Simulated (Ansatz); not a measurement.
The reference is LiI in the rock salt structure (space group Fm-3m, No. 225; a = 6.019 Å).

The values are results of PBE/PAW in Ansatz (a program for electronic structure), spin-orbit coupling left out, not measurements.

One change was made to it. Results:

The shortest interatomic distance decreases by 0.0855 Å to 2.924 Å; the valley order (the lowest conduction-band minima on the path, energy above the VBM, named in the base's zone) changes from Γ 4.25 eV; X along ⟨100⟩ 4.36 eV; L along ⟨111⟩ 4.59 eV to X along ⟨100⟩ 4.37 eV; L along ⟨111⟩ 4.57 eV; Γ 4.61 eV; the electron mass changes from 0.29 mₑ (at Γ) to 0.90 mₑ along k, 0.47 mₑ across (at X); the smallest direct gap grows by 0.37 eV, from 4.26 eV to 4.63 eV.

Question: What was done to the base?
(A) pressure 4.5 GPa
(B) pressure 15 GPa
(C) pressure 2.1 GPa
(D) pressure 30 GPa

Answer: C, pressure 2.1 GPa. For comparison, the valley order in the other runs: pressure 30 GPa gives X along ⟨100⟩ 3.63 eV; L along ⟨111⟩ 4.44 eV; Γ 7.40 eV; pressure 4.5 GPa gives X along ⟨100⟩ 4.37 eV; L along ⟨111⟩ 4.56 eV; Γ 4.97 eV; pressure 15 GPa gives X along ⟨100⟩ 4.34 eV; L along ⟨111⟩ 4.49 eV; Γ 6.15 eV.

With I present, leaving out spin-orbit coupling can change the band edges. Load acts through the strain it causes; cell and atoms are relaxed under it. Effective masses come from finite differences of ±0.01 Å⁻¹. Along k means along the line from Γ to the band edge. No phonon test of stability was made. Competing high-pressure phases were not computed.
